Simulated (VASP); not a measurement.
# GaSb (F-43m) in VASP: further runs

Aim: see how the results for GaSb move with the level of theory and the settings. Levels: RPBE+D3(BJ), revPBE+D4, r2SCAN. Tasks: single point, relaxation of cell and atoms.

Program: VASP 6.6.1. These are calculated values, not measurements. Logs are shortened: lines on timing, memory, paths and dates and some standing lists are left out, and cuts for length are marked.

**The experiment to reproduce.**

From a printed reference work, data compilation, for a bulk crystal of GaSb at 4.2 K: band gap 0.811 eV (direct).

The results are compared with them further down.

## Step 1: The cell of the first run

Symmetry: F-43m, No. 216, cubic system. Conventional cell: a = 6.238 Å, b = 6.238 Å, c = 6.238 Å, α = 90.00°, β = 90.00°, γ = 90.00°. Sb (site symmetry -43m) has 4 Ga at 2.70 Å within 3.6 Å. Ga (site symmetry -43m) has 4 Sb at 2.70 Å within 3.6 Å.

## Step 2: Single point, RPBE+D3(BJ)

The input, INCAR:

```
SYSTEM = GaSb
PREC = Accurate
ENCUT = 520
EDIFF = 1E-6
ISMEAR = -1
SIGMA = 0.05
LREAL = .False.
LASPH = .True.
NELM = 100
ALGO = Normal
ISIF = 2
LWAVE = .False.
LCHARG = .True.
GGA = RP
IVDW = 12
LELF = .True.
LVHAR = .True.
NBANDS = 16
```

The input, KPOINTS:

```
regular mesh
0
Gamma
  8 8 8
  0 0 0
```

The input, POSCAR:

```
GaSb
1.0
    0.0000000000      3.1189956238      3.1189956238
    3.1189956238      0.0000000000      3.1189956238
    3.1189956238      3.1189956238      0.0000000000
Sb Ga
1 1
Direct
    0.7500000000      0.7500000000      0.7500000000
    0.0000000000      0.0000000000      0.0000000000
```

Potentials or basis: VASP PAW PBE potentials, release 64 (Sb, Ga_d).

Command:

```bash
cat potpaw_PBE.64/Sb/POTCAR potpaw_PBE.64/Ga_d/POTCAR > POTCAR
mpirun -np 1 vasp_std > vasp.out
```

OUTCAR:

```text
SYSTEM = GaSb
   PREC = Accurate
   ENCUT = 520
   EDIFF = 1E-6
   ISMEAR = -1
   LREAL = .False.
   LASPH = .True.
   NELM = 100
   ISIF = 2
   GGA = RP
   IVDW = 12
 IVDW          = 12

 ion  position               nearest neighbor table
   1  0.750  0.750  0.750-   2 2.70   2 2.70   2 2.70   2 2.70
   2  0.000  0.000  0.000-   1 2.70   1 2.70   1 2.70   1 2.70

  LATTYP: Found a face centered cubic cell.
 ALAT       =     6.2379912476

  Lattice vectors:

 A1 = (   0.0000000000,   3.1189956238,   3.1189956238)
 A2 = (   3.1189956238,   0.0000000000,   3.1189956238)
 A3 = (   3.1189956238,   3.1189956238,   0.0000000000)

Analysis of symmetry for initial positions (statically):
=====================================================================
 Subroutine PRICEL returns:
 Original cell was already a primitive cell.

 Routine SETGRP: Setting up the symmetry group for a
 face centered cubic supercell.

 Subroutine GETGRP returns: Found 24 space group operations
 (whereof 24 operations were pure point group operations)
 out of a pool of 48 trial point group operations.

The static configuration has the point symmetry T_d .

Analysis of symmetry for dynamics (positions and initial velocities):
=====================================================================
 Subroutine PRICEL returns:
 Original cell was already a primitive cell.

 Routine SETGRP: Setting up the symmetry group for a
 face centered cubic supercell.

 Subroutine GETGRP returns: Found 24 space group operations
 (whereof 24 operations were pure point group operations)
 out of a pool of 48 trial point group operations.

The dynamic configuration has the point symmetry T_d .

 Subroutine INISYM returns: Found 24 space group operations
 (whereof 24 operations are pure point group operations),
 and found     1 'primitive' translations

----------------------------------------------------------------------------------------

                                     Primitive cell

  volume of cell :      60.6840

  direct lattice vectors                    reciprocal lattice vectors
     0.000000000  3.118995624  3.118995624    -0.160308016  0.160308016  0.160308016
     3.118995624  0.000000000  3.118995624     0.160308016 -0.160308016  0.160308016
     3.118995624  3.118995624  0.000000000     0.160308016  0.160308016 -0.160308016

  length of vectors
     4.410925912  4.410925912  4.410925912     0.277661628  0.277661628  0.277661628

  position of ions in fractional coordinates (direct lattice)
     0.750000000  0.750000000  0.750000000
     0.000000000  0.000000000  0.000000000

  ion indices of the primitive-cell ions
   primitive index   ion index
                 1           1
                 2           2

----------------------------------------------------------------------------------------

 KPOINTS: regular mesh

Automatic generation of k-mesh.
 Grid dimensions read from file:
 generate k-points for:    8    8    8

 Generating k-lattice:

  Cartesian coordinates                     Fractional coordinates (reciprocal lattice)
    -0.020038502  0.020038502  0.020038502     0.125000000  0.000000000  0.000000000
     0.020038502 -0.020038502  0.020038502     0.000000000  0.125000000  0.000000000
     0.020038502  0.020038502 -0.020038502     0.000000000  0.000000000  0.125000000

  Length of vectors
     0.034707704  0.034707704  0.034707704

  Shift w.r.t. Gamma in fractional coordinates (k-lattice)
     0.000000000  0.000000000  0.000000000

 Subroutine IBZKPT returns following result:
 ===========================================

 Found     29 irreducible k-points:

 Following reciprocal coordinates:
            Coordinates               Weight
  0.000000  0.000000  0.000000      1.000000
  0.125000  0.000000  0.000000      8.000000
  0.250000  0.000000  0.000000      8.000000
  0.375000  0.000000  0.000000      8.000000
  0.500000  0.000000  0.000000      4.000000
  0.125000  0.125000  0.000000      6.000000
[... 16 lines left out ...]
  0.500000  0.250000  0.125000     48.000000
 -0.375000  0.250000  0.125000     24.000000
 [... further k-points ...]
   k-points           NKPTS =     29   k-points in BZ     NKDIM =     29   number of bands    NBANDS=     16
   number of dos      NEDOS =    301   number of ions     NIONS =      2
   total plane-waves  NPLWV =  46656
   dimension x,y,z NGX =    36 NGY =   36 NGZ =   36
   dimension x,y,z NGXF=    72 NGYF=   72 NGZF=   72
   ions per type =               1   1
   NGX,Y,Z   is equivalent  to a cutoff of  13.57, 13.57, 13.57 a.u.
   NGXF,Y,Z  is equivalent  to a cutoff of  27.14, 27.14, 27.14 a.u.
 SYSTEM =  GaSb
   PREC   = accura    normal or accurate (medium, high low for compatibility)
   ISTART =      0    job   : 0-new  1-cont  2-samecut
   ICHARG =      2    charge: 1-file 2-atom 10-const
   ISPIN  =      1    spin polarized calculation?
   LNONCOLLINEAR =      F non collinear calculations
   LSORBIT =      F    spin-orbit coupling
   LASPH  =      T    aspherical Exc in radial PAW
   ENCUT  =  520.0 eV  38.22 Ry    6.18 a.u.   8.20  8.20  8.20*2*pi/ulx,y,z
   NELM   =    100;   NELMIN=  2; NELMDL= -5     # of ELM steps
   EDIFF  = 0.1E-05   stopping-criterion for ELM
   LREAL  =      F    real-space projection
   EDIFFG = 0.1E-04   stopping-criterion for IOM
   NSW    =      0    number of steps for IOM
   IBRION =     -1    ionic relax: 0-MD 1-quasi-New 2-CG
   NFREE  =      0    steps in history (QN), initial steepest desc. (CG)
   ISIF   =      2    stress and relaxation
   ISYM   =      2    0-nonsym 1-usesym 2-fastsym
   POTIM  = 0.5000    time-step for ionic-motion
   TEBEG  =    0.0;   TEEND  =   0.0 temperature during run
   PSTRESS=    0.0 pullay stress
   NELECT =      18.0000    total number of electrons
   NUPDOWN=      -1.0000    fix difference up-down
   EMIN   =  10.00;   EMAX   =-10.00  energy-range for DOS
   EFERMI =   0.00;   METHOD = LEGACY
   ISMEAR =    -1;   SIGMA  =   0.05  broadening in eV -4-tet -1-fermi 0-gaus
   EFERMI_NEDOS =   21; number of points for ismear=-14 and -15
   IALGO  =     38    algorithm
   IMIX   =      4    mixing-type and parameters
     AMIX     =   0.40;   BMIX     =  1.00
     AMIX_MAG =   1.60;   BMIX_MAG =  1.00
  volume/ion in A,a.u.               =      30.34       204.76
  Fermi-wavevector in a.u.,A,eV,Ry     =   1.091794  2.063192 16.218352  1.192015
  Thomas-Fermi vector in A             =   2.228047
   LORBIT       =      0    0 simple, 1 ext, 2 COOP (PROOUT), +10 PAW based schemes
   GGA     = RP    functional components
   LHFCALC =     F    Hartree Fock is set to
   AEXX    =    0.0000 exact exchange contribution
   IVDW    =    12    specifies the selected vdW correction
   LEPSILON=     F    determine dielectric tensor
   LRPA    =     F    only Hartree local field effects (RPA)
 non-spin polarized calculation
  energy-cutoff  :      520.00
  volume of cell :       60.68
 maximum number of plane-waves:      1660
 NGX is ok and might be reduce to    36
   NGX = 17   NGY = 17   NGZ = 17

 number of electron      17.9999993 magnetization

 Free energy of the ion-electron system (eV)
  ---------------------------------------------------
  ext. energy  EPLUGINS =         0.00000000
  ---------------------------------------------------
  free energy    TOTEN  =        -6.70289525 eV

  energy without entropy =       -6.70240089  energy(sigma->0) =       -6.70264807

 E-fermi :   4.4457     XC(G=0):  -8.6582

 val. band max:        4.4042614643   @ k =   0.0000   0.0000   0.0000
 cond. band min:       4.7748962340   @ k =   0.5000   0.0000   0.0000
 fundamental gap:      0.3706347697
 Fermi energy:         4.4457289258

 k-point     1 :       0.0000    0.0000    0.0000
  band No.  band energies     occupation
      1     -10.5296      2.00000
      2     -10.5296      2.00000
      3     -10.5296      2.00000
      4     -10.4885      2.00000
      5     -10.4885      2.00000
      6      -6.6474      2.00000
[... 8 lines left out ...]
     15      12.8592      0.00000
     16      12.8592      0.00000

 k-point     2 :       0.1250    0.0000    0.0000
  band No.  band energies     occupation
      1     -10.5327      2.00000
      2     -10.5281      2.00000
      3     -10.5281      2.00000
      4     -10.4887      2.00000
      5     -10.4887      2.00000
      6      -6.4992      2.00000
[... 8 lines left out ...]
     15      12.1734      0.00000
     16      12.1734      0.00000

 k-point     3 :       0.2500    0.0000    0.0000
  band No.  band energies     occupation
      1     -10.5403      2.00000
      2     -10.5249      2.00000
      3     -10.5249      2.00000
      4     -10.4888      2.00000
      5     -10.4888      2.00000
      6      -6.0793      2.00000
[... 8 lines left out ...]
     15      11.9681      0.00000
     16      11.9681      0.00000

 k-point     4 :       0.3750    0.0000    0.0000
  band No.  band energies     occupation
      1     -10.5477      2.00000
      2     -10.5220      2.00000
      3     -10.5220      2.00000
      4     -10.4885      2.00000
      5     -10.4885      2.00000
      6      -5.5058      2.00000
[... 8 lines left out ...]
     15      12.8534      0.00000
     16      12.8534      0.00000
[... 324 lines left out ...]
 k-point    22 :       0.3750    0.2500    0.1250
  band No.  band energies     occupation
      1     -10.5481      2.00000
      2     -10.5211      2.00000
      3     -10.5199      2.00000
      4     -10.4915      2.00000
      5     -10.4873      2.00000
      6      -5.7134      2.00000
[... 8 lines left out ...]
     15      13.4267      0.00000
     16      13.5591      0.00000

 k-point    23 :       0.5000    0.2500    0.1250
  band No.  band energies     occupation
      1     -10.5531      2.00000
      2     -10.5191      2.00000
      3     -10.5172      2.00000
      4     -10.4914      2.00000
      5     -10.4876      2.00000
      6      -5.1666      2.00000
[... 8 lines left out ...]
     15      13.0876      0.00000
     16      14.5004      0.00000

 k-point    24 :      -0.3750    0.2500    0.1250
  band No.  band energies     occupation
      1     -10.5551      2.00000
      2     -10.5185      2.00000
      3     -10.5161      2.00000
      4     -10.4908      2.00000
      5     -10.4882      2.00000
      6      -4.8510      2.00000
[... 8 lines left out ...]
     15      14.0727      0.00000
     16      14.4016      0.00000

 [... further k-points ...]

------------------------ aborting loop because EDIFF is reached ----------------------------------------

 Edisp (eV)   -2.78259

 E8    (eV) :    -1.8468

  FORCE on cell =-STRESS in cart. coord.  units (eV):
  Direction    XX          YY          ZZ          XY          YZ          ZX
  --------------------------------------------------------------------------------------
  -------------------------------------------------------------------------------------
  Total      -2.83249    -2.83249    -2.83249    -0.00000     0.00000    -0.00000
  in kB     -74.78322   -74.78322   -74.78322    -0.00000     0.00000    -0.00000
  external pressure =      -74.78 kB  Pullay stress =        0.00 kB

 VOLUME and BASIS-vectors are now :
 -----------------------------------------------------------------------------
  energy-cutoff  :      520.00
  volume of cell :       60.68
      direct lattice vectors                 reciprocal lattice vectors
     0.000000000  3.118995624  3.118995624    -0.160308016  0.160308016  0.160308016
     3.118995624  0.000000000  3.118995624     0.160308016 -0.160308016  0.160308016
     3.118995624  3.118995624  0.000000000     0.160308016  0.160308016 -0.160308016

 POSITION                                       TOTAL-FORCE (eV/Angst)
 -----------------------------------------------------------------------------------
      4.67849      4.67849      4.67849        -0.000000     -0.000000     -0.000000
      0.00000      0.00000      0.00000         0.000000      0.000000      0.000000
 -----------------------------------------------------------------------------------
    total drift:                               -0.000001     -0.000001     -0.000001

  FREE ENERGIE OF THE ION-ELECTRON SYSTEM (eV)
  ---------------------------------------------------
  free  energy   TOTEN  =        -9.4854817040 eV

  energy  without entropy=       -9.4849873410  energy(sigma->0) =       -9.48523452
```

It took 21 s on 1 thread of Intel Xeon Platinum 8488C (Sapphire Rapids), shared host; peak memory 0.22 GiB.

Results:

| Item | Value |
| --- | --- |
| Free energy | -9.4855 eV |
| Pressure | -7.5 GPa |
| Band gap on the k mesh | zero (filled and empty bands touch) |
| Dispersion energy per atom | -1.391 eV |

Caveat: the PAW data sets were made with another functional, which shifts forces and pressure a little; spin-orbit coupling is left out, which moves the levels of the heavy elements; pairwise dispersion overbinds metals, which lowers pressure and volume.

## Step 3: Single point, revPBE+D4

The input, INCAR:

```
  PREC = Accurate
  ENCUT = 520
  EDIFF = 1E-7
  ISMEAR = -1
  SIGMA = 0.05
  LREAL = False
  LASPH = True
  NELM = 100
  ALGO = Normal
  ISIF = 2
  LWAVE = False
  LCHARG = False
  GGA = RE
  IVDW = 13
  NBANDS = 16
```

The input, KPOINTS:

```
Automatic mesh
0
Gamma
  8 8 8
```

POSCAR is that of step 2.

Potentials or basis: VASP PAW PBE potentials, release 64 (Sb, Ga_d).

Command:

```bash
cat potpaw_PBE.64/Sb/POTCAR potpaw_PBE.64/Ga_d/POTCAR > POTCAR
mpirun -np 1 vasp_std > vasp.out
```

Wall time 20 s (1 thread of Intel Xeon Platinum 8488C (Sapphire Rapids), shared host); peak memory 0.21 GiB.

It converged, with:

| Quantity | Value |
| --- | --- |
| Free energy | -8.0400 eV |
| Pressure | -3.1 GPa |
| Band gap on the k mesh | zero (filled and empty bands touch) |
| Dispersion energy per atom | -0.620 eV |

Levels at points of the mesh, in eV from the Fermi level:
| k point | band 6 | band 7 | band 8 | band 9 | band 10 | band 11 | band 12 | band 13 |
| --- | --- | --- | --- | --- | --- | --- | --- | --- |
| (0.00, 0.00, 0.00) | -11.10 | -0.34 | -0.04 | -0.04 | -0.04 | 2.76 | 2.76 | 2.76 |
| (0.50, 0.00, 0.00) | -9.63 | -6.10 | -1.10 | -1.10 | 0.31 | 3.72 | 3.72 | 6.59 |
| (0.50, 0.50, 0.00) | -8.88 | -6.57 | -2.41 | -2.41 | 0.98 | 1.39 | 8.29 | 8.29 |

Caveat: the PAW data sets were made with another functional, which shifts forces and pressure a little; spin-orbit coupling is left out, which moves the levels of the heavy elements; pairwise dispersion overbinds metals, which lowers pressure and volume.

## Step 4: Single point, r2SCAN

This run uses another cell than the first one, of 28.82 Å³/atom, 0.950 times its volume.

The input, POSCAR:

```
GaSb
1.0
    0.0000000000      3.0659238200      3.0659238200
    3.0659238200      0.0000000000      3.0659238200
    3.0659238200      3.0659238200      0.0000000000
Sb Ga
1 1
Direct
    0.7500000000      0.7500000000      0.7500000000
    0.0000000000      0.0000000000      0.0000000000
```

The input, INCAR.step1:

```
  ALGO = Normal
  EDIFF = 1E-4
  ENCUT = 520
  GGA = PE
  ISMEAR = -1
  LASPH = T
  LCHARG = F
  LREAL = F
  LWAVE = T
  NBANDS = 16
  NELM = 80
  PREC = Accurate
  SIGMA = 0.05
```

The input, INCAR.step2:

```
  ALGO = Normal
  EDIFF = 1E-6
  ENCUT = 520
  ISIF = 2
  ISMEAR = -1
  ISTART = 1
  LASPH = T
  LCHARG = F
  LMIXTAU = T
  LREAL = F
  LWAVE = F
  METAGGA = R2SCAN
  NBANDS = 16
  NELM = 80
  PREC = Accurate
  SIGMA = 0.05
```

The input, KPOINTS:

```
k-points
0
Gamma
  8 8 8
```

Command:

```bash
cat potpaw_PBE.64/Sb/POTCAR potpaw_PBE.64/Ga_d/POTCAR > POTCAR
cp INCAR.step1 INCAR
mpirun -np 1 vasp_std > vasp.out
cp INCAR.step2 INCAR
mpirun -np 1 vasp_std > vasp.out
```

Wall time 40 s (1 thread of Intel Xeon Platinum 8488C (Sapphire Rapids), shared host); peak memory 0.2 GiB.

It converged, with:

```
Free energy            : -37.6006 eV
Pressure               : 0.1 GPa
Band gap on the k mesh : 0.40 eV, direct
```

Levels at points of the mesh, in eV from the valence-band top:
```csv
k point,band 6,band 7,band 8,band 9,band 10,band 11,band 12,band 13
"(0.00, 0.00, 0.00)",-11.88,0.00,0.00,0.00,0.40,2.98,2.98,2.98
"(0.50, 0.00, 0.00)",-10.18,-6.55,-1.20,-1.20,0.67,4.01,4.01,6.93
"(0.50, 0.50, 0.00)",-9.30,-7.02,-2.67,-2.67,1.13,1.49,9.22,9.22
```

Caveat: the PAW data sets were made with another functional, which shifts forces and pressure a little; spin-orbit coupling is left out, which moves the levels of the heavy elements.

[end of part 1 of 2]
